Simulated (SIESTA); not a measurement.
# Sb in SIESTA: the effect of strain zz

The system is Sb.

```xyz
1
Lattice="3.1600 0.0000 0.0000 0.0000 3.1600 0.0000 0.0000 0.0000 3.0336" Properties=species:S:1:pos:R:3 pbc="T T T"
Sb    0.0000    0.0000    0.0000
```

The cell isn't the ideal one: cell strained along z.

Alike in all runs:

```yaml
Program: SIESTA 5.4.2
Task: band structure
Functional: PBEsol
Potentials_or_basis: PseudoDojo 0.4 standard (PBEsol files)
Basis: DZP (energy shift 0.003 Ry; two zetas on semicore shells)
Grid_cutoff: 500 Ry
Energy_shift: 0.003 Ry
k_mesh: 8 × 8 × 8
Occupations: fermi-dirac, width 0.05 eV
Spin: no spin polarisation
```

Q: One run gave: pressure -5.4 GPa. Which strain zz did it use?
A. 0
B. 0.02
C. -0.02
D. 0.04
E. -0.04

A: D.

| strain zz | pressure (GPa) |
| --- | --- |
| -0.04 | -1.6 |
| -0.02 | -2.9 |
| 0 | -3.8 |
| 0.02 | -4.7 |
| 0.04 | -5.4 |

Caveats: the basis of atomic orbitals isn't converged, which shifts pressures, moduli and gaps.
